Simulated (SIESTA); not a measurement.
Hf:

```
Hf
1.0
     0.11927    2.34305    1.99282
     2.32109    0.12480    1.98729
     2.44975    2.46619   -0.00387
Hf
1
Direct
  0.00000 0.00000 0.00000
```

This isn't the form of Hf at room conditions, which is hcp.

Base run:

- Program: SIESTA 5.4.2
- Functional: PBEsol
- Potentials or basis: PseudoDojo 0.4 standard (PBEsol files)
- Basis: DZP (energy shift 0.003 Ry; two zetas on semicore shells)
- Grid cutoff: 800 Ry
- Energy shift: 0.003 Ry
- k mesh: 11 × 11 × 10
- Occupations: fermi-dirac, width 0.05 eV
- Spin: no spin polarisation

Its results: band gap on the k mesh none (metal or under the smearing width); pressure -0.5 GPa.

Task: The run is repeated on the same cell with these changes: functional from PBEsol to LDA; potentials or basis from PseudoDojo 0.4 standard (PBEsol files) to PseudoDojo 0.4 standard (LDA files). What comes out?

Result: Band gap on the k mesh none (metal or under the smearing width); pressure -5.7 GPa.

Caveats: short orbitals over semicore shells can move pressures by several GPa; spin-orbit coupling is left out, which moves the levels of the heavy elements; the basis of atomic orbitals isn't converged, which shifts pressures, moduli and gaps.
